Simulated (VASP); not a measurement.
Output of a VASP run:

File OSZICAR:
```
       N       E                     dE             d eps       ncg     rms          rms(c)
DAV:   1     0.546008468739E+02    0.54601E+02   -0.66535E+03   462   0.135E+03
DAV:   2    -0.114884141236E+02   -0.66089E+02   -0.61936E+02   622   0.246E+02
DAV:   3    -0.188299151141E+02   -0.73415E+01   -0.73099E+01   693   0.781E+01
DAV:   4    -0.197630110340E+02   -0.93310E+00   -0.93234E+00   743   0.215E+01
DAV:   5    -0.197775840431E+02   -0.14573E-01   -0.14571E-01   618   0.328E+00    0.982E+00
DAV:   6    -0.158993668769E+02    0.38782E+01   -0.25558E+01   543   0.234E+01    0.460E+00
DAV:   7    -0.157130192619E+02    0.18635E+00   -0.14990E+00   613   0.727E+00    0.227E+00
DAV:   8    -0.156373279556E+02    0.75691E-01   -0.37739E-01   555   0.502E+00    0.123E+00
DAV:   9    -0.156254380269E+02    0.11890E-01   -0.49386E-02   573   0.154E+00    0.346E-01
DAV:  10    -0.156263655523E+02   -0.92753E-03   -0.32640E-03   608   0.357E-01    0.759E-02
DAV:  11    -0.156262771607E+02    0.88392E-04   -0.13356E-03   593   0.178E-01    0.368E-02
DAV:  12    -0.156262813598E+02   -0.41991E-05   -0.18870E-04   572   0.802E-02    0.125E-02
DAV:  13    -0.156262765084E+02    0.48514E-05   -0.37241E-05   595   0.321E-02    0.139E-03
DAV:  14    -0.156262759933E+02    0.51511E-06   -0.12330E-06   462   0.977E-03
   1 F= -.15626276E+02 E0= -.15626276E+02  d E =-.156263E+02
       N       E                     dE             d eps       ncg     rms          rms(c)
DAV:   1    -0.156280011090E+02   -0.17246E-02   -0.29523E-02   489   0.178E+00    0.256E-01
DAV:   2    -0.156271735540E+02    0.82756E-03   -0.10715E-02   582   0.672E-01    0.135E-01
DAV:   3    -0.156269999020E+02    0.17365E-03   -0.78663E-04   558   0.195E-01    0.847E-02
DAV:   4    -0.156269108715E+02    0.89030E-04   -0.16557E-04   736   0.104E-01    0.171E-02
DAV:   5    -0.156269166700E+02   -0.57984E-05   -0.30947E-05   566   0.538E-02    0.480E-03
DAV:   6    -0.156269169424E+02   -0.27242E-06   -0.12333E-06   343   0.121E-02
   2 F= -.15626917E+02 E0= -.15626917E+02  d E =-.640949E-03
       N       E                     dE             d eps       ncg     rms          rms(c)
DAV:   1    -0.156282928663E+02   -0.13762E-02   -0.33869E-02   480   0.191E+00    0.273E-01
DAV:   2    -0.156273504821E+02    0.94238E-03   -0.12160E-02   573   0.719E-01    0.144E-01
DAV:   3    -0.156271537038E+02    0.19678E-03   -0.88173E-04   555   0.208E-01    0.906E-02
DAV:   4    -0.156270558863E+02    0.97818E-04   -0.18905E-04   736   0.111E-01    0.183E-02
DAV:   5    -0.156270619529E+02   -0.60666E-05   -0.35353E-05   563   0.578E-02    0.510E-03
DAV:   6    -0.156270622474E+02   -0.29452E-06   -0.14722E-06   374   0.129E-02
   3 F= -.15627062E+02 E0= -.15627062E+02  d E =-.786254E-03
```

File OUTCAR:
```
------------------------ aborting loop because EDIFF is reached ----------------------------------------
  FORCE on cell =-STRESS in cart. coord.  units (eV):
  Direction    XX          YY          ZZ          XY          YZ          ZX
  --------------------------------------------------------------------------------------
  Total        0.0234001      0.0234001      0.0249486      0.0000000     -0.0000000      0.0000000
  in kB        0.8485373      0.8485374      0.9046897      0.0000000     -0.0000000      0.0000000
  external PRESSURE =       0.8672548 kB  Pullay stress =       0.0000000 kB
  volume of cell :       44.18
      direct lattice vectors                 reciprocal lattice vectors
     1.816315502 -3.145951005 -0.000000000     0.275282570 -0.158934452  0.000000000
     1.816315502  3.145951005  0.000000000     0.275282570  0.158934452  0.000000000
    -0.000000000 -0.000000000  3.866200261     0.000000000 -0.000000000  0.258651889
 POSITION                                       TOTAL-FORCE (eV/Angst)
 -----------------------------------------------------------------------------------
      1.81632      1.04865      0.00000        -0.000000      0.000000      0.000000
      1.81632     -1.04865     -0.00000         0.000000     -0.000000      0.000000
     -0.00000     -0.00000      1.93310        -0.000000     -0.000000      0.000000
     -0.00000     -0.00000      3.86620        -0.000000     -0.000000      0.000000
 -----------------------------------------------------------------------------------
    total drift:                                0.000000     -0.000000      0.000000
  FREE ENERGIE OF THE ION-ELECTRON SYSTEM (eV)
  ---------------------------------------------------
  free  energy   TOTEN  =       -15.6270622474 eV

  energy  without entropy=      -15.6270622474  energy(sigma->0) =      -15.62706225

 reached required accuracy - stopping structural energy minimisation
```
(Selected blocks of OUTCAR.)

### POSCAR
```
Li3N
1
    1.8250000000    -3.1609930000     0.0000000000
    1.8250000000     3.1609930000     0.0000000000
    0.0000000000     0.0000000000     3.8700000000
Li N
3 1
Direct
  0.3333330000   0.6666670000   0.0000000000
  0.6666670000   0.3333330000   0.0000000000
  0.0000000000   0.0000000000   0.5000000000
  0.0000000000   0.0000000000   0.0000000000
```

**Question.** Reconstruct the remaining input files.

**Answer.** This is not unique; one that fits is the input of the run itself, PBE GGA, plane waves, VASP's PBE PAW potentials (set 64).

### INCAR
```
EDIFF  =  1E-6   ! SCF stop (eV)
ISIF  =  3
NELM  =  100
LREAL  =  .FALSE.
LASPH  =  .TRUE.
ALGO  =  Normal
PREC  =  Accurate
ISMEAR  =  0   ! Gaussian
SYSTEM  =  Li3N
NSW  =  60   ! most ionic steps
LWAVE  =  .FALSE.
GGA  =  PE   ! PBE
LCHARG  =  .FALSE.
ENCUT  =  520   ! plane-wave cut-off (eV)
EDIFFG  =  -0.02
IBRION  =  2   ! conjugate gradients
SIGMA  =  0.05
```

**KPOINTS**
```
K-points
0
Gamma
 6 6 5
```

POTCAR, in this order: Li_sv N (PBE.64 set). Program: vasp_std.

The compound is Li3N in the alpha structure. This run relaxes it. Symmetry was kept, so distortions that lower it aren't found. The start is the result of an earlier pass.
